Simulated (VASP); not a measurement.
# Ag: single point with r2SCAN

Ag:

```
Ag
1.0
     0.00000    2.70706    2.70706
     2.70706    0.00000    2.70706
     2.70706    2.70706    0.00000
Ag
2
Direct
  0.50000 0.50000 0.50000
  0.75000 0.75000 0.75000
```

The cell was built by a generator and needn't be a form met in nature.

* Program: VASP 6.6.1
* Task: single point
* Functional: r2SCAN
* Potentials or basis: VASP PAW PBE potentials, release 64 (Ag)
* Cutoff: 520 eV
* k mesh: 6 × 6 × 6
* Occupations: gaussian, width 0.1 eV
* Spin: no spin polarisation

```yaml
Pressure: 37.5 GPa
Band_gap_on_the_k_mesh: none (metal or under the smearing width)
```

Levels at points of the mesh, in eV from the Fermi level:
| k point | band 7 | band 8 | band 9 | band 10 | band 11 | band 12 | band 13 | band 14 | band 15 | band 16 |
| --- | --- | --- | --- | --- | --- | --- | --- | --- | --- | --- |
| (0.00, 0.00, 0.00) | -4.26 | -4.26 | -4.26 | -2.99 | -2.99 | 11.95 | 11.95 | 11.95 | 12.24 | 12.24 |
| (0.50, 0.00, 0.00) | -3.96 | -3.96 | -3.14 | -3.14 | -1.84 | -0.64 | 8.32 | 8.32 | 10.32 | 12.57 |
| (0.50, 0.50, 0.00) | -4.69 | -4.69 | -2.93 | -2.93 | 0.29 | 0.29 | 3.90 | 3.90 | 9.17 | 9.17 |

Wall time 25 s on 1 thread of Intel(R) Xeon(R) Platinum 8488C (Sapphire Rapids), on a shared host, peak memory 0.16 GiB.

Caveat: a pressure of tens of GPa on the cell as given is suspect, and the run, the potentials or the cell itself is likely at fault; the PAW data sets were made with another functional, which shifts forces and pressure a little.
